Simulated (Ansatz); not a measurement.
# LDA, PBE, PBEsol and r²SCAN on AgCl

```
CELL_PARAMETERS angstrom
0.00000 2.77315 2.77315
2.77315 0.00000 2.77315
2.77315 2.77315 0.00000
ATOMIC_POSITIONS crystal
Ag 0.50000 0.50000 0.50000
Cl 0.00000 0.00000 0.00000
```

Atom numbers follow the list: Ag1, Cl2.

The cell is COD entry 9011666, as deposited and not checked against the literature; nothing was relaxed.

One fixed cell is solved with several functionals by frozen-core PAW in Ansatz 0.2.0, scalar-relativistically. A positive pressure means that the functional wants a larger cell.

The PAW files were made with PBE; their cores are remade for each functional.

Numerical set-up: a Γ-centred 9×9×9 k mesh, Fermi–Dirac smearing of 0.01 eV, cutoff 420 eV, no spin polarisation.

Cutoffs: PBE 420 eV, LDA 420 eV, PBEsol 420 eV, r²SCAN 500 eV.

```
setting  P (GPa)  gap over the k mesh and a high-symmetry path (eV)  lowest level at Γ above −25 eV, from the valence-band top or, without a gap, the Fermi level (eV)
    PBE     1.61                                               0.91                                                                                             -15.15
    LDA    -5.57                                               0.61                                                                                             -15.08
 PBEsol    -2.64                                               0.73                                                                                             -15.14
 r²SCAN    -0.03                                               1.48                                                                                             -15.77
```
